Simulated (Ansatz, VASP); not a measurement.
## One calculation of Al, two programs

```
Al
1.0
     0.00000    3.07529    3.07529
     3.07529    0.00000    3.07529
     3.07529    3.07529    0.00000
Al
2
Direct
  0.12500 0.12500 0.12500
  0.87500 0.87500 0.87500
```

Alike in both runs: task single point; functional PBEsol; k mesh 10 × 10 × 10; occupations fermi-dirac, width 0.1 eV; no spin polarisation.

|  | VASP | Ansatz |
| --- | --- | --- |
| version | VASP 6.6.1 | Ansatz 0.2.0 |
| potentials or method | VASP PAW PBE potentials, release 64 (Al) | plane waves (420 eV) with PAW, scalar-relativistic |
| plane-wave cutoff (eV) | 520 | 420 |
| valence electrons in the cell | 6 | 6 |

```csv
,VASP,Ansatz,Ansatz less VASP
pressure (GPa),-2.6,-2.6,-0.03
```

The functional is the same, so the differences come from potentials, cutoffs and numerics. Ansatz warned: «pseudo_functional_mismatch».

Caveats: the PAW data sets were made with another functional, which shifts forces and pressure a little (VASP).
